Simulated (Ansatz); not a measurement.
## CaO in Ansatz, relaxation

input.yaml:

```yaml
crystal:
  lattice:
    - [0.0, 2.52938493, 2.52938493]
    - [2.52938493, 0.0, 2.52938493]
    - [2.52938493, 2.52938493, 0.0]
  atoms:
    - { symbol: Ca, position: [0.0, 0.0, 0.0] }
    - { symbol: O, position: [0.5, 0.5, 0.5] }
  symmetry: { tolerance: 0.0003 }
kpoints:
  mp_grid: { grid: [10, 10, 10], shift: [0, 0, 0] }
magnetization:
  spin_polarized: false
scf:
  occupations: { method: gaussian, width: 0.2672 }
  lower_state_search: "off"
hamiltonian:
  pseudopotentials: { kind: paw }
  xc: pbesol
basis:
  ecutwfc: 420
  fft_grid_basis: typed
relax:
  max_steps: 60
  cell: { p_target: 0.0 }
output:
  forces: true
  stress: true
  eigenvalues: true
  bader: true
  populations: true
  elf: true
  write_potential: true
  volumetric_format: npy
  dos:
    e_range: [-12, 8]
    de: 0.05
    projected: { site_lists: { Ca: [Ca], O: [O] } }
  write_density: true
checkpoint:
  read: saved_state
```

The command:

```bash
ansatz run input.yaml --threads 2 --pin off --max-ram 2560MiB --backend cpu --events-out ev --progress --plain --runs-dir out
```

Origin of the cell: a database entry, scaled a little.

The saved state is a converged single point of the same cell.

Excerpt of the output:

```
Pseudopotentials: kind: paw
Pseudopotential: Ca, paw, valence charge 10, recommended cutoff 420 eV (normal), Ca.paw.azcp
Pseudopotential: O, paw, valence charge 6, recommended cutoff 420 eV (normal), O.paw.azcp
Functional definition: PBEsol
  exchange = pbesol_x
  correlation = pbesol_c
Crystal: 2 atoms, lattice volume = 32.365 Å³
Basis set: ecut = 420 eV, 609 PW (Γ), exchange–correlation on 48×48×48 points (8 copies of the dense FFT grid, shifted against one another)
Bands: 12, of which v1, the nominal top of the filled ones, is band 8 counted from 1 (7 counted from 0)
Symmetry: 48 space group operations
Space group: Fm-3m (ITA 225), of the structure as read, at distance tolerance 9.6e-4 Å
k-points: 47 of 1000
[… 6 lines left out …]
Initial density: read from a saved state, or passed on in memory by an earlier SCF of this step, an earlier step, the calling program or the single point that the run made first
Functional: x = pbesol(κ = 0.804, μ = 0.123457), c = pbesol(β = 0.046)
SCF iter   1: F=—  HF=-2357.835483 eV  Δρ=3.83e-4  dr2=2.15e-5
SCF iter   2: F=—  HF=-2357.835557 eV  Δρ=1.65e-4  dr2=2.97e-6
SCF iter   3: F=—  HF=-2357.835580 eV  Δρ=4.25e-5  dr2=2.79e-7
SCF iter   4: F=-2357.835581 eV  HF=-2357.835581 eV  Δρ=5.57e-6  dr2=9.52e-9
SCF iter   5: F=-2357.835581 eV  HF=-2357.835581 eV  Δρ=1.44e-6  dr2=1.27e-10
SCF iter   6: F=-2357.835581 eV  HF=-2357.835581 eV  Δρ=6.89e-8  dr2=7.96e-13
relax step   1: F+E_penalty+E_count = -2357.835581 eV  Δ(F+E_penalty+E_count) = +0.000e0 eV  max|allowed force component| = 0.0 eV/Å  Δτ_max = 0.0000 Å  P = -13.933 GPa  Ω = 32.365 Å³  (6 SCF iters, accepted)
relax step   2: F+E_penalty+E_count = -2358.102603 eV  Δ(F+E_penalty+E_count) = -2.670e-1 eV  max|allowed force component| = 0.0 eV/Å  Δτ_max = 0.0000 Å  P = -2.654 GPa  Ω = 27.859 Å³  energy […]
relax step   3: F+E_penalty+E_count = -2358.110240 eV  Δ(F+E_penalty+E_count) = -7.637e-3 eV  max|allowed force component| = 0.0 eV/Å  Δτ_max = 0.0000 Å  P = +0.911 GPa  Ω = 26.976 Å³  energy […]
relax step   4: F+E_penalty+E_count = -2358.110192 eV  Δ(F+E_penalty+E_count) = +4.827e-5 eV  max|allowed force component| = 0.0 eV/Å  Δτ_max = 0.0000 Å  P = -0.034 GPa  Ω = 27.196 Å³  energy […]
relax step   5: F+E_penalty+E_count = -2358.104795 eV  Δ(F+E_penalty+E_count) = +5.397e-3 eV  max|allowed force component| = 0.0 eV/Å  Δτ_max = 0.0000 Å  P = -0.478 GPa  Ω = 27.196 Å³  stress off target by 4.78e-1 GPa […]
relax step   6: F+E_penalty+E_count = -2358.105274 eV  Δ(F+E_penalty+E_count) = -4.798e-4 eV  max|allowed force component| = 0.0 eV/Å  Δτ_max = 0.0000 Å  P = +0.009 GPa  Ω = 27.084 Å³  energy […]
relax step   7: F+E_penalty+E_count = -2358.104878 eV  Δ(F+E_penalty+E_count) = +3.965e-4 eV  max|allowed force component| = 0.0 eV/Å  Δτ_max = 0.0000 Å  P = -0.006 GPa  Ω = 27.084 Å³  stress off target by 5.90e-3 GPa […]
SCF 7 converged in 6 iterations: F = -2358.104878 eV  dr2 = 2.05e-12
basis re-selected at this cell: Δ(F+E_penalty+E_count) = +3.965e-4 eV, ΔP = -0.015 GPa vs the last step (what re-selecting the basis moved, of the pressure what is left beyond the Pulay corre […]
SCF converged after 6 iterations
Free energy (F): -2358.104878 eV
Harris-Foulkes:  -2358.104878 eV  (|F-HF|=1.82e-12)
Internal energy: -2358.104878 eV  (E = F + TS)
E sigma→0 (E₀):  -2358.104878 eV
Fermi energy:    9.585104 eV
--- Per-component energies (eV) ---
  E_band       = -96.843911
  E_kinetic    = 455.580379
  E_local      = -877.079929  (includes V_loc(G=0)·N_el)
  E_nonlocal   = 112.866694
  E_hartree    = 289.352689
  E_xc         = -210.709557
  E_vxc        = -266.547991  (∫ρ·V_xc dr)
  E_paw        = -989.035939  (= ΣΔE_a)
  E_vpaw       = -100.370821  (= ΣTr[D̂ρ^β])
  E_aug_tail   = 0.002397  (compensation charges beyond the density's cutoff)
  E_ewald      = -1139.235694
  E_core_change = 0.154082  (= ΣΔE_core)
  E_smearing   = -0.000000  (= −TS)
  Σ components = -2358.104878   (vs F -2358.104878, Δ=0.00e0)
--- Forces (eV/Å), atoms counted from 1 ---
  atom   1  Ca    -0.000000     0.000000    -0.000000
  atom   2  O      0.000000    -0.000000    -0.000000
  max |Σ_I F_I| component: 0.0 eV/Å
--- Stress (GPa, compression-positive) ---
       -0.005904      -0.000000      -0.000000
       -0.000000      -0.005904      -0.000000
       -0.000000      -0.000000      -0.005904
  P = ⅓ Tr σ = -0.0059 GPa (-0.059 kbar)
--- Relaxed structure (5 steps of the walk, 5 accepted, 2 SCFs on fresh bases) ---
  F+E_penalty+E_count = -2358.104878 eV   max|allowed force component| = 0.0 eV/Å   (the final SCF, on the basis selected at the relaxed cell)
  cell:  # Å, volume = 27.0840 Å³
    - [0.0, 2.383568, 2.383568]
    - [2.383568, 0.0, 2.383568]
    - [2.383568, 2.383568, 0.0]
  atoms:
    - { symbol: Ca, position: [0.0, 0.0, 0.0] }
    - { symbol: O, position: [0.500000, 0.500000, 0.500000] }
--- Löwdin populations: 2 sites ---
  site symbol       q [e]
     0     Ca      8.3584
     1      O      7.3171
  spilling = 0.020280 (of n_electrons = 16.000000)
--- Bader charges: 2 sites ---
  site symbol  charge [e]  shift [e]
     0     Ca      1.4620     0.0007
     1      O     -1.4620     0.0007
  estimated error of the sums over rays = 5.0e-4 e
```

The starting structure.

Space group Fm-3m (No. 225); the run's cell has a = 3.577 Å, b = 3.577 Å, c = 3.577 Å, α = 60.00°, β = 60.00°, γ = 60.00°. Shortest distances: Ca–O 2.53 Å, Ca–Ca 3.58 Å, O–O 3.58 Å.

The relaxed structure.

Space group Fm-3m (No. 225); the run's cell has a = 3.371 Å, b = 3.371 Å, c = 3.371 Å, α = 60.00°, β = 60.00°, γ = 60.00°. Shortest distances: Ca–O 2.38 Å, O–O 3.37 Å, Ca–Ca 3.37 Å.

* Free energy lowered by: 134.6 meV/atom
* Volume change: -16.32 %
* Final pressure: -0.01 GPa
* Relaxation steps listed: 7

Caveats: the relaxation held the start's symmetry, so the end may be a saddle point; wide smearing.

Time: 6.6 s on 2 threads of Arm Neoverse V2 (shared host), peak memory 0.29 GiB, from a saved density.
